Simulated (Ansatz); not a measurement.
The structure comes from a relaxation in the same program, started in the sc type, and has space group Pm-3m. Whether it is a known phase or the ground state wasn't checked.

Ti: DFT, PBE, PAW with Ansatz's default frozen-core files, scalar-relativistic (Ansatz 0.2.0).

```yaml
crystal:
  lattice:
    - [2.6404604551, 0.0, 0.0]
    - [0.0, 2.6404604551, 0.0]
    - [0.0, 0.0, 2.6404604551]
  atoms:
    - { symbol: Ti, position: [0.0, 0.0, 0.0] }
kpoints:
  mp_grid: { grid: [15, 15, 15] }
  band_path:
    path:
      - [0.0, 0.0, 0.0]
      - [0.0, 0.5, 0.0]
      - [0.5, 0.5, 0.0]
      - [0.0, 0.0, 0.0]
      - [0.5, 0.5, 0.5]
      - [0.0, 0.5, 0.0]
      - [0.5, 0.5, 0.5]
      - [0.5, 0.5, 0.0]
    npoints: 8
scf:
  occupations: { method: fermi_dirac, width: 0.05 }
hamiltonian:
  xc: pbe
  pseudopotentials: { kind: paw }
output:
  forces: true
  stress: true
  eigenvalues: true
  efg: { contact_densities: true }
  populations: true
  bader: true
  dos: { projected: true, de: 0.2, e_range: [-14, 8] }
```

Output:

```
Engine: ansatz 0.2.0
Pseudopotentials: kind: paw
Pseudopotential: Ti, paw, valence charge 12, recommended cutoff 420 eV (normal)
Functional definition: PBE
  parameter kappa = 0.804
  parameter beta = 0.06672455060314922
  exchange = pbe_x(kappa = kappa, mu = beta*pi^2/3)
  correlation = pbe_c(beta = beta)
Crystal: 1 atoms, lattice volume = 18.409 Å³
Basis set: ecut = 420 eV, 365 PW (Γ), exchange–correlation on 36×36×36 points (8 copies of the dense FFT grid, shifted against one another)
Bands: 10, of which v1, the nominal top of the filled ones, is band 6 counted from 1 (5 counted from 0)
Symmetry: 48 space group operations
Space group: Pm-3m (ITA 221), of the structure as read, at distance tolerance 2.6e-5 Å
k-points: 120 of 3375
Non-local potential: Ti, projectors of the file, l = 0: 3, l = 1: 2, l = 2: 3, l = 3: 1
PAW form: soft (Blöchl's): semilocal exchange-correlation on the pseudo side does not see the compensation charge
PAW one-centre angular grid: Ti, 590 points (default); XC on 64 Gauss nodes
Initial density: superposition of atomic densities (neutral atoms: chi_scale 0, normalization atom), corrected by the library's trained network
Initial wavefunctions: pseudopotential atomic-orbital guess
Functional: x = pbe(κ = 0.804, μ = 0.2195149727645171), c = pbe(β = 0.06672455060314922)
SCF iter   1: F=—  HF=-2498.838503 eV  |F-HF|=—  |Δ(HF+E_count)|=         —  Δρ=6.71e-3  dr2=8.28e-3  ethr=1.77e-3  ⟨swp⟩=4.7  Hψ=6637  notcnv=0
preconditioner: auto → none  [metal: Δε(μ)=0.029 eV  Ē_g=3.964 eV  σ=0.050 eV  W_gap=0.14  n_scr=6 (ndim 8)  ℏωp=17.3 eV  f_vac=0.000  D(μ)=2.63/eV (n_scr^D=32)  sad-step TF]
SCF iter   2: F=—  HF=-2498.836612 eV  |F-HF|=—  |Δ(HF+E_count)|=   1.89e-3  Δρ=2.87e-3  dr2=1.38e-3  ethr=6.90e-5  ⟨swp⟩=2.0  Hψ=2567  notcnv=0
SCF iter   3: F=—  HF=-2498.836322 eV  |F-HF|=—  |Δ(HF+E_count)|=   2.90e-4  Δρ=5.91e-4  dr2=5.07e-5  ethr=1.15e-5  ⟨swp⟩=2.0  Hψ=1417  notcnv=0
SCF iter   4: F=—  HF=-2498.836360 eV  |F-HF|=—  |Δ(HF+E_count)|=   3.81e-5  Δρ=1.01e-4  dr2=1.79e-6  ethr=4.22e-7  ⟨swp⟩=2.0  Hψ=1457  notcnv=0
iter 5 did not close the SCF: its close was put off for the readings that it lacked (scf_convergence_deferred on its scf_iter line)
SCF iter   5: F=-2498.836361 eV  HF=-2498.836361 eV  |F-HF|=4.38e-9  |Δ(HF+E_count)|=   2.89e-7  Δρ=1.14e-5  dr2=1.22e-8  ethr=1.50e-8  ⟨swp⟩=2.7  Hψ=1811  notcnv=0
SCF iter   6: F=-2498.836361 eV  HF=-2498.836361 eV  |F-HF|=2.99e-10  |Δ(HF+E_count)|=   1.44e-9  Δρ=1.61e-6  dr2=3.76e-10  ethr=1.02e-10  ⟨swp⟩=1.9  Hψ=3643  notcnv=0
SCF 1 converged in 6 iterations: F = -2498.836361 eV  dr2 = 3.76e-10
  greatest PAW one-centre occupation: 0.999 electrons in one spin orbital (limit 2), on the Ti atom at site 0 (counted from 0), in its partial waves of l = 0
NSCF: frozen V_eff on 57 k-points
SCF converged after 6 iterations
Free energy (F): -2498.836361 eV
Harris-Foulkes:  -2498.836361 eV  (|F-HF|=2.99e-10)
Internal energy: -2498.815401 eV  (E = F + TS)
E sigma→0 (E₀):  -2498.825881 eV
Entropy (-TS):   -0.020960 eV (-20.960 meV/atom)
Fermi energy:    12.278387 eV
--- Per-component energies (eV) ---
  E_band       = -166.757453
  E_kinetic    = 273.944755
  E_local      = -889.377399  (includes V_loc(G=0)·N_el)
  E_nonlocal   = 10.233910
  E_hartree    = 366.457619
  E_xc         = -97.155698
  E_vxc        = -121.533777  (∫ρ·V_xc dr)
  E_paw        = -1048.856341  (= ΣΔE_a)
  E_vpaw       = -172.939587  (= ΣTr[D̂ρ^β])
  E_aug_tail   = 0.000112  (compensation charges beyond the density's cutoff)
  E_ewald      = -1114.062359
  E_smearing   = -0.020960  (= −TS)
  E_closure    = 0.000000  (closes the sum)
  Σ components = -2498.836361   (vs F -2498.836361, Δ=0.00e0)
--- Forces (eV/Å), atoms counted from 1 ---
  atom   1  Ti    -0.00000000     0.00000000     0.00000000
  max |Σ_I F_I| component: 1.85e-32 eV/Å
--- Stress (GPa, compression-positive) ---
        0.020802       0.000000      -0.000000
        0.000000       0.020802       0.000000
        0.000000       0.000000       0.020802
  P = ⅓ Tr σ = 0.0208 GPa (0.208 kbar)
--- PAW observables at the nuclei: V_zz in 10²¹ V/m², potentials from the cell's mean, atoms counted from 1 ---
  atom   1  Ti V_zz =    +0.000000   η = 0.0000   by run symmetry: forbidden
            electrostatic potential = -2530.291265 V   contact ρ = 56790.174579 e/Å³
--- Band table (eV; the first three rows and the last of 120) ---
  k-point 0: bands = ["-44.2316", "-20.0362", "-20.0362", "-20.0362", "6.6161", "11.0120", "11.0120", "16.2108", "16.2108", "16.2108"]
  k-point 1: bands = ["-44.2263", "-20.0752", "-20.0329", "-20.0329", "6.7310", "11.0402", "11.0946", "16.1133", "16.1133", "16.2180"]
  k-point 2: bands = ["-44.2111", "-20.1846", "-20.0235", "-20.0235", "7.0649", "11.1213", "11.3287", "15.8491", "15.8491", "16.2384"]
  k-point 119: bands = ["-43.8760", "-20.6504", "-20.6490", "-20.6490", "11.1154", "11.1912", "11.1912", "17.2776", "17.2776", "21.3850"]
--- Löwdin populations: 1 site ---
  site symbol       q [e]
     0     Ti     11.8643
  spilling = 0.011305 (of n_electrons = 12.000000)
--- Bader charges: 1 site ---
  site symbol  charge [e]  shift [e]
     0     Ti      0.0000     0.0000
  estimated error of the sums over rays = 1.8e-6 e
```

populations.tsv:

```
# site	symbol	l	j	q
# orbitals = lowdin
# n_electrons = 12.000000
# spilling = 0.011305
0	Ti	0_3S	-	1.914534
0	Ti	0_4S	-	0.878309
0	Ti	1_3P	-	5.975801
0	Ti	2_3D	-	3.095696
```

bader_charges.tsv:

```
# site	symbol	x_ang	y_ang	z_ang	partial_charge_e	electrons	volume_ang3	relative_density_drop	shared_charge_e	partial_wave_shift_e
# quadrature_error_electrons = 1.8e-6
0	Ti	0.0000	0.0000	0.0000	0.00000	22.00000	18.41	-	0.00000	0.00000
```
